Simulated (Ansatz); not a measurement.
Al: phonon heat capacity and phonon entropy against temperature

Harmonic vibrational free energy, entropy and heat capacity at constant volume, per atom, from the force constants of a q mesh, imaginary modes left out; plane waves with PAW datasets, Gamma-centred k mesh. The results are calculated, by Ansatz 0.2.0.

Structure of every row (space group Fm-3m, No. 225):
```
cell vectors (Å)
   0.0000     2.0082     2.0082
   2.0082     0.0000     2.0082
   2.0082     2.0082     0.0000
atoms (fractions of the cell vectors)
Al  0.00000  0.00000  0.00000
```

Settings of every row: functional PBEsol; dispersion none; spin none; wave cutoff 420 eV; k mesh 20x20x20; occupations fermi dirac; smearing width 0.15 eV; pressure 0 GPa; phonon method linear response; q mesh 2x2x2.

Limits: coarse q mesh; levels loosely converged; metal sensitive to the k mesh.

| row | temperature (K) | phonon heat capacity (kB/atom) | phonon entropy (kB/atom) | phonon free energy (meV/atom) |
| --- | --- | --- | --- | --- |
| 1 | 200 | 2.469 | 2.243 | 23.2 |
| 2 | 300 | 2.744 | 3.305 | -1 |
| 3 | 400 | 2.851 | 4.111 | -33.1 |
| 4 | 500 | 2.903 | 4.754 | -71.3 |
| 5 | 600 | ? | ? | ? |
| 6 | 700 | 2.95 | 5.739 | -162.2 |
| 7 | 800 | 2.962 | 6.134 | -213.4 |
| 8 | 900 | 2.97 | 6.483 | -267.8 |
| 9 | 1000 | 2.975 | 6.797 | -325.1 |

Question: what phonon heat capacity and phonon entropy should row 5 give?

Worked fit of phonon heat capacity. At high temperature a harmonic heat capacity falls short of its limit by a term in 1/T², so take t = (100 K / T)². The shown rows have t = 0.25, 0.11111, 0.0625, 0.04, 0.02041, 0.01562, 0.01235, 0.01. Least squares give phonon heat capacity = 2.9996 − 2.4522 × t + 1.321 × t² kB/atom; a straight line predicts inner rows, each left out in turn, worse (root mean square 0.0079 against 0.00084 kB/atom). The rows lie off it by 0.000, 0.001, 0.000, -0.001, 0.000, 0.000, 0.000, 0.000. The constant, 2.9996 kB/atom, is to be held against the harmonic limit of 3 k_B an atom. The withheld row has t = 0.02778, so the fit gives 2.9996 − 2.4522 × (0.02778) + 1.321 × (0.02778)² = 2.932 kB/atom.

The calculation gave 2.932 kB/atom. The fit meets it to the printed digit.

Worked fit of phonon entropy. Entropy rises as the heat capacity times the change of ln T, so take t = ln(T / 300 K). The shown rows have t = -0.4055, 0, 0.2877, 0.5108, 0.8473, 0.9808, 1.0986, 1.204. Least squares give phonon entropy = 3.3186 + 2.7273 × t + 0.14033 × t² kB/atom; a straight line predicts inner rows, each left out in turn, worse (root mean square 0.034 against 0.01 kB/atom). The rows lie off it by 0.007, -0.014, -0.004, 0.006, 0.009, 0.005, -0.001, -0.009 (root mean square 0.0078 kB/atom), a smooth pattern that one more power would take up: the form is only approximate. The slope at t = 0, 2.73 kB/atom, estimates the heat capacity at 300 K. The withheld row has t = 0.6931, so the fit gives 3.3186 + 2.7273 × (0.6931) + 0.14033 × (0.6931)² = 5.276 kB/atom.

The calculation gave 5.286 kB/atom. The fit lies 0.010 kB/atom (0.22 % of the column's range) below it; its largest miss of a shown row is 0.014 kB/atom.

The other values of row 5: phonon free energy -114.7 meV/atom.
